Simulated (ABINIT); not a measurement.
Crystal: As.

```xyz
4
Lattice="1.8250 -5.5000 0.0000 1.8250 5.5000 0.0000 0.0000 0.0000 4.4700" Properties=species:S:1:pos:R:3 pbc="T T T"
As    1.8250    1.2100    2.5032
As    1.8250   -4.2900    4.2018
As    1.8250   -1.2100    1.9668
As    1.8250    4.2900    0.2682
```

This isn't the form of As at room conditions, which is rhombohedral.

* Program: ABINIT 10.8.3 (patched build)
* Task: relaxation of cell and atoms
* Functional: LDA
* Potentials or basis: JTH PAW LDA v2.0
* Cutoff: 408 eV
* k mesh: 5 × 5 × 4
* Occupations: fermi-dirac, width 0.05 eV
* Spin: no spin polarisation

At the start: pressure -1.9 GPa; volume 22.43 Å³/atom.

Where does the relaxation end?

Over 12 steps the energy falls by 19.5 meV/atom and the volume is 20.98 Å³/atom (-6.5 %); space group Cmce (No. 64, to 0.05 Å).

Step by step:
```tsv
step	energy change (eV)	largest force (eV/Å)	pressure (GPa)	volume (Å³)
1	0.0000	0.1642	-1.90	89.74
2	-0.0095	0.0957	-1.37	89.22
3	-0.0344	0.2045	0.23	86.75
4	-0.0508	0.2106	0.99	84.98
5	-0.0613	0.2176	1.05	81.87
6	-0.0729	0.0071	0.66	83.02
7	-0.0745	0.0306	0.30	83.50
8	-0.0770	0.0339	0.04	83.77
9	-0.0776	0.0284	-0.12	84.34
10	-0.0780	0.0094	-0.05	84.02
11	-0.0781	0.0093	0.04	83.93
12	-0.0781	0.0073	-0.01	83.92
```

Final structure:
```xyz
4
Lattice="1.8768 -5.3942 0.0000 1.8768 5.3942 0.0000 0.0000 0.0000 4.1449" Properties=species:S:1:pos:R:3 pbc="T T T"
As    1.8768    1.2121    2.2880
As    1.8768   -4.1821    3.9294
As    1.8768   -1.2121    1.8570
As    1.8768    4.1821    0.2155
```

Caveat: the k mesh is coarse (spacing up to 0.36 Å⁻¹), so the values aren't converged.
